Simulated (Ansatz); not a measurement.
MnSb under changes of volume

One of the cells (21.552 Å³/atom); the others are scaled copies at fixed shape and fractional positions:

```xyz
4
Lattice="4.1500 0.0000 0.0000 -2.0750 3.5940 0.0000 0.0000 0.0000 5.7800" Properties=species:S:1:pos:R:3 pbc="T T T"
Sb    2.0750    1.1980    4.3350
Sb    0.0000    2.3960    1.4450
Mn    0.0000    0.0000    2.8900
Mn    0.0000    0.0000    0.0000
```

```yaml
Program: Ansatz 0.2.0
Functional: PBE
Potentials_or_basis: Ansatz PAW
Cutoff: "420 eV (not typed: the program's choice for these potentials)"
k_mesh: 7 × 7 × 5
Occupations: fermi-dirac, width 0.05 eV
Spin: non-collinear spin, ferromagnetic start, spin-orbit coupling
Starting_moments: "[[0.0, 0.0, 0.0], [0.0, 0.0, 0.0], [2.828, 2.828, 0.0], [2.828, 2.828, 0.0]] μB"
```

```tsv
volume (Å³/atom)	energy over the lowest point (meV/atom)	pressure (GPa)	moment (μB per cell)
20.259	0.00	0.1	6.35
20.690	?	?	?
21.121	5.81	-2.2	6.60
21.552	13.04	-3.1	6.72
21.983	22.60	-4.0	6.85
22.414	34.20	-4.7	6.96
22.845	47.74	-5.4	7.06
```

Problem. What does the run at 20.690 Å³/atom give?

Solution. Energy over the lowest point 1.37 meV/atom; pressure -1.1 GPa; moment 6.48 μB per cell.

Worked out: A Birch-Murnaghan fit of order 3 (a polynomial in V^(-2/3)) to the other rows has its minimum at 20.30 Å³/atom with B0 = V·E''(V) = 61 GPa and B' = 5.1 at fixed shape and positions, which overstates the stiffness. It gives 1.37 meV/atom at 20.690 Å³/atom, against the run's 1.37, and -dE/dV = -1.1 GPa, against -1.1. A parabola through the other rows of the moment, of slope 0.297 μB per Å³/atom there, gives 6.48 μB, against the run's 6.48.

Energies are extrapolated to zero smearing.

Caveats: only a ferromagnetic start was run, and an antiferromagnetic order may lie lower in energy; the thresholds are loose for stress.
